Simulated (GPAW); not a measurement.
A run of GPAW 26.7.0 is set up as follows.

Contents of run.py:

```python
import numpy as np
import spglib
from ase import Atoms
from ase.dft.bandgap import bandgap
from ase.io import read, write
from ase.units import GPa
from gpaw import GPAW, PW, setup_paths
from gpaw.spinorbit import soc_eigenstates

setup_paths.insert(0, '.')

atoms = read('PbS.cif')
cell, positions, numbers = spglib.find_primitive(
    (atoms.cell[:], atoms.get_scaled_positions(), atoms.numbers), symprec=1e-4)
atoms = Atoms(numbers, cell=cell, scaled_positions=positions, pbc=True)

calc = GPAW(mode=PW(600),
            xc='WC',
            kpts={'size': (6, 6, 6), 'gamma': True},
            occupations={'name': 'fermi-dirac', 'width': 0.05},
            nbands=19,
            convergence={'density': 1e-05, 'energy': 1e-05},
            maxiter=150,
            txt='gpaw.txt')
atoms.calc = calc
energy = atoms.get_potential_energy()
forces = atoms.get_forces()
stress = atoms.get_stress()
calc.write('gs.gpw')
write('result.traj', atoms)
print(f'Energy: {energy:.6f} eV')
print('Forces (eV/A):')
print(forces.round(4))
print('Stress (GPa):', (stress / GPa).round(3))
print('Fermi level:', round(calc.get_fermi_level(), 4), 'eV')
print(f'Gap: {bandgap(calc)[0]:.4f} eV, direct: {bandgap(calc, direct=True)[0]:.4f} eV')

path = atoms.cell.bandpath('GXWKGLUWLK,UX', npoints=100, eps=1e-4)
bs_calc = calc.fixed_density(kpts=path, symmetry='off', nbands=31,
                             convergence={'bands': 'CBM+6.0', 'eigenstates': 1e-6}, txt='bands.txt')
bs = bs_calc.band_structure()
bs.write('bs.json')
print(f'Gap on the path: {bandgap(bs_calc)[0]:.4f} eV')

soc = soc_eigenstates(bs_calc, theta=54.7, phi=45)
np.savetxt('soc_bands.dat', soc.eigenvalues(), fmt='%.4f')
mesh = soc_eigenstates('gs.gpw', theta=54.7, phi=45)
np.savetxt('soc_mesh.dat', mesh.eigenvalues(), fmt='%.4f')
print('Fermi level with spin-orbit coupling:', round(mesh.fermi_level, 4), 'eV')
```

PbS.cif

```cif
data_PbS
_cell_length_a 5.93150000
_cell_length_b 5.93150000
_cell_length_c 5.93150000
_cell_angle_alpha 90.00000000
_cell_angle_beta 90.00000000
_cell_angle_gamma 90.00000000
_space_group_name_H-M_alt 'Fm-3m'
_space_group_name_Hall '-F 4 2 3'
_space_group_IT_number 225
loop_
_space_group_symop_operation_xyz
'x,y,z'
'-x,-y,-z'
'-y,x,z'
'y,-x,-z'
'-x,-y,z'
'x,y,-z'
'y,-x,z'
'-y,x,-z'
'x,-y,-z'
'-x,y,z'
'-y,-x,-z'
'y,x,z'
'-x,y,-z'
'x,-y,z'
'y,x,-z'
'-y,-x,z'
'z,x,y'
'-z,-x,-y'
'z,-y,x'
'-z,y,-x'
'z,-x,-y'
'-z,x,y'
'z,y,-x'
'-z,-y,x'
'-z,x,-y'
'z,-x,y'
'-z,-y,-x'
'z,y,x'
'-z,-x,y'
'z,x,-y'
'-z,y,x'
'z,-y,-x'
'y,z,x'
'-y,-z,-x'
'x,z,-y'
'-x,-z,y'
'-y,z,-x'
'y,-z,x'
'-x,z,y'
'x,-z,-y'
'-y,-z,x'
'y,z,-x'
'-x,-z,-y'
'x,z,y'
'y,-z,-x'
'-y,z,x'
'x,-z,y'
'-x,z,-y'
'x,y+1/2,z+1/2'
'-x,-y+1/2,-z+1/2'
'-y,x+1/2,z+1/2'
'y,-x+1/2,-z+1/2'
'-x,-y+1/2,z+1/2'
'x,y+1/2,-z+1/2'
'y,-x+1/2,z+1/2'
'-y,x+1/2,-z+1/2'
'x,-y+1/2,-z+1/2'
'-x,y+1/2,z+1/2'
'-y,-x+1/2,-z+1/2'
'y,x+1/2,z+1/2'
'-x,y+1/2,-z+1/2'
[... 41 lines left out ...]
'y+1/2,-x,z+1/2'
'-y+1/2,x,-z+1/2'
'x+1/2,-y,-z+1/2'
'-x+1/2,y,z+1/2'
'-y+1/2,-x,-z+1/2'
'y+1/2,x,z+1/2'
'-x+1/2,y,-z+1/2'
'x+1/2,-y,z+1/2'
'y+1/2,x,-z+1/2'
'-y+1/2,-x,z+1/2'
'z+1/2,x,y+1/2'
'-z+1/2,-x,-y+1/2'
'z+1/2,-y,x+1/2'
'-z+1/2,y,-x+1/2'
'z+1/2,-x,-y+1/2'
'-z+1/2,x,y+1/2'
'z+1/2,y,-x+1/2'
'-z+1/2,-y,x+1/2'
'-z+1/2,x,-y+1/2'
'z+1/2,-x,y+1/2'
'-z+1/2,-y,-x+1/2'
'z+1/2,y,x+1/2'
'-z+1/2,-x,y+1/2'
'z+1/2,x,-y+1/2'
'-z+1/2,y,x+1/2'
'z+1/2,-y,-x+1/2'
'y+1/2,z,x+1/2'
'-y+1/2,-z,-x+1/2'
'x+1/2,z,-y+1/2'
'-x+1/2,-z,y+1/2'
'-y+1/2,z,-x+1/2'
'y+1/2,-z,x+1/2'
'-x+1/2,z,y+1/2'
'x+1/2,-z,-y+1/2'
'-y+1/2,-z,x+1/2'
'y+1/2,z,-x+1/2'
'-x+1/2,-z,-y+1/2'
'x+1/2,z,y+1/2'
'y+1/2,-z,-x+1/2'
'-y+1/2,z,x+1/2'
'x+1/2,-z,y+1/2'
'-x+1/2,z,-y+1/2'
'x+1/2,y+1/2,z'
'-x+1/2,-y+1/2,-z'
'-y+1/2,x+1/2,z'
'y+1/2,-x+1/2,-z'
'-x+1/2,-y+1/2,z'
'x+1/2,y+1/2,-z'
'y+1/2,-x+1/2,z'
'-y+1/2,x+1/2,-z'
'x+1/2,-y+1/2,-z'
'-x+1/2,y+1/2,z'
'-y+1/2,-x+1/2,-z'
'y+1/2,x+1/2,z'
'-x+1/2,y+1/2,-z'
'x+1/2,-y+1/2,z'
'y+1/2,x+1/2,-z'
'-y+1/2,-x+1/2,z'
'z+1/2,x+1/2,y'
'-z+1/2,-x+1/2,-y'
'z+1/2,-y+1/2,x'
'-z+1/2,y+1/2,-x'
'z+1/2,-x+1/2,-y'
'-z+1/2,x+1/2,y'
'z+1/2,y+1/2,-x'
'-z+1/2,-y+1/2,x'
'-z+1/2,x+1/2,-y'
'z+1/2,-x+1/2,y'
'-z+1/2,-y+1/2,-x'
'z+1/2,y+1/2,x'
'-z+1/2,-x+1/2,y'
'z+1/2,x+1/2,-y'
'-z+1/2,y+1/2,x'
'z+1/2,-y+1/2,-x'
'y+1/2,z+1/2,x'
'-y+1/2,-z+1/2,-x'
'x+1/2,z+1/2,-y'
'-x+1/2,-z+1/2,y'
'-y+1/2,z+1/2,-x'
'y+1/2,-z+1/2,x'
'-x+1/2,z+1/2,y'
'x+1/2,-z+1/2,-y'
'-y+1/2,-z+1/2,x'
'y+1/2,z+1/2,-x'
'-x+1/2,-z+1/2,-y'
'x+1/2,z+1/2,y'
'y+1/2,-z+1/2,-x'
'-y+1/2,z+1/2,x'
'x+1/2,-z+1/2,y'
'-x+1/2,z+1/2,-y'
loop_
_atom_site_label
_atom_site_type_symbol
_atom_site_symmetry_multiplicity
_atom_site_Wyckoff_symbol
_atom_site_fract_x
_atom_site_fract_y
_atom_site_fract_z
_atom_site_occupancy
Pb1 Pb 4 a 0.0000000000 0.0000000000 0.0000000000 1
S1 S 4 b 0.5000000000 0.0000000000 0.0000000000 1
```

Potentials or basis: PAW data sets generated in the run's folder for this functional, pw.

Command:

```bash
$ gpaw-setup -f WC Pb S
$ OMP_NUM_THREADS=1 python run.py
```

Task: Predict the band gap along the path.

Result: 0.43 eV, direct.

Task: Predict the pressure.

Result: -1.1 GPa.

Task: What does it give for the band gap on the k mesh?

Result: 0.37 eV, direct.

Levels at the corners of the path, in eV from the valence-band top:
```
point  band 18  band 19  band 20  band 21  band 22  band 23
    Γ    -1.66    -1.66    -1.66     3.46     3.46     6.59
    X    -3.29    -2.88    -2.88     4.12     4.12     4.59
    W    -3.91    -0.61    -0.61     2.16     2.17     4.87
    K    -2.64    -2.07    -2.07     3.16     3.16     4.50
    Γ    -1.66    -1.66    -1.66     3.46     3.46     6.59
    L    -1.36    -0.02    -0.02     0.43     0.43     1.90
    U    -2.64    -2.07    -2.07     3.16     3.16     4.50
    W    -3.91    -0.61    -0.61     2.16     2.17     4.87
    L    -1.36    -0.02    -0.02     0.43     0.43     1.90
    K    -2.64    -2.07    -2.07     3.16     3.16     4.50
    U    -2.64    -2.07    -2.07     3.16     3.16     4.50
    X    -3.29    -2.88    -2.88     4.12     4.12     4.59
```

Caveat: spin-orbit coupling was added after a scalar SCF, so levels and gaps hold it while energy, forces, pressure and moments don't; this program's spin-orbit splittings come out too wide for heavy elements.
